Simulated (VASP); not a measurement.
SiO2 (Cristobalite):

```xyz
12
Lattice="4.9820 0.0000 0.0000 0.0000 4.9820 0.0000 0.0000 0.0000 6.9630" Properties=species:S:1:pos:R:3 pbc="T T T"
Si    1.4895    1.4895    0.0000
Si    1.0015    3.9805    1.7408
Si    3.4925    3.4925    3.4815
Si    3.9805    1.0015    5.2222
O     1.1951    0.5155    1.2403
O     1.9755    3.6861    2.9811
O     3.7869    4.4665    4.7218
O     3.0065    1.2959    6.4626
O     3.6861    1.9755    3.9819
O     4.4665    3.7869    2.2412
O     1.2959    3.0065    0.5004
O     0.5155    1.1951    5.7227
```

| Quantity | Value |
| --- | --- |
| Program | VASP 6.6.1 |
| Task | relaxation of cell and atoms |
| Functional | PBEsol |
| Potentials or basis | VASP PAW PBE potentials, release 64 (Si, O) |
| Cutoff | 600 eV |
| k mesh | 6 × 6 × 4 |
| Occupations | gaussian, width 0.03 eV |
| Spin | no spin polarisation |

At the start: pressure 4.3 GPa; volume 14.40 Å³/atom.

**Question.** How do energy, volume and symmetry change on relaxing?

**Answer.** Over 11 steps the energy falls by 4.9 meV/atom and the volume is 14.73 Å³/atom (+2.3 %); space group P4_12_12 (No. 92, to 0.05 Å).

The path:
```tsv
step	energy change (eV)	largest force (eV/Å)	pressure (GPa)	volume (Å³)
1	0.0000	0.3186	4.28	172.82
2	0.0795	0.6074	-5.49	182.63
3	-0.0573	0.1328	0.17	176.57
4	-0.0573	0.1275	0.24	176.50
5	-0.0496	0.3473	-0.48	177.25
6	-0.0588	0.0153	0.04	176.71
7	-0.0588	0.0177	0.03	176.72
8	-0.0589	0.0127	-0.05	176.80
9	-0.0590	0.0102	-0.13	176.89
10	-0.0591	0.0060	-0.07	176.84
11	-0.0591	0.0076	0.02	176.76
```

Final structure:
```
CELL_PARAMETERS angstrom
5.02396 0.00000 0.00000
0.00000 5.02396 0.00000
0.00000 0.00000 7.00295
ATOMIC_POSITIONS crystal
Si 0.29928 0.29928 0.00000
Si 0.20072 0.79928 0.25000
Si 0.70072 0.70072 0.50000
Si 0.79928 0.20072 0.75000
O 0.23926 0.10366 0.17886
O 0.39634 0.73926 0.42886
O 0.76074 0.89634 0.67886
O 0.60366 0.26074 0.92886
O 0.73926 0.39634 0.57114
O 0.89634 0.76074 0.32114
O 0.26074 0.60366 0.07114
O 0.10366 0.23926 0.82114
```

Caveat: the PAW data sets were made with another functional, which shifts forces and pressure a little.
